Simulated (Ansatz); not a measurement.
## Equation of state of Nb from a dense series

```yaml
crystal:
  lattice:
    - [0.00000, 2.11500, 2.11500]
    - [2.11500, 0.00000, 2.11500]
    - [2.11500, 2.11500, 0.00000]
  atoms:
    - { symbol: Nb, position: [0.00000, 0.00000, 0.00000] }
```

The cell is COD entry 1534903, as deposited and not checked against the literature; nothing was relaxed.

Theory: DFT, PBE, all-electron LAPW, scalar-relativistic (Ansatz 0.2.0).

The runs use a Γ-centred 13×13×13 k mesh, Fermi–Dirac smearing of 0.08 eV, basis error target 0.25 meV/atom, no spin polarisation.

The cell is scaled evenly. Fractional coordinates are held (clamped ions).

```csv
V (Å³/atom),P (GPa)
17.786,10.02
17.976,7.95
18.165,5.96
18.449,3.15
18.543,2.26
18.733,0.54
18.922,-1.11
19.111,-2.68
19.300,-4.18
19.395,-4.90
19.679,-6.97
20.057,-9.50
```

Problem. Fit a third-order Birch–Murnaghan curve to the pressures.

Solution. P = (3B0/2)(y^(7/2) − y^(5/2))[1 + (3/4)(B0′ − 4)(y − 1)] with y = (V0/V)^(2/3) fits within 0.01 GPa for V0 = 18.793 Å³/atom, B0 = 164.6 GPa and B0′ = 3.68.

Problem. Predict the pressure at the withheld volume, 19.868 Å³/atom.

Solution. There y = 0.9636, so the fit gives -8.27 GPa; the run gave -8.26 GPa.
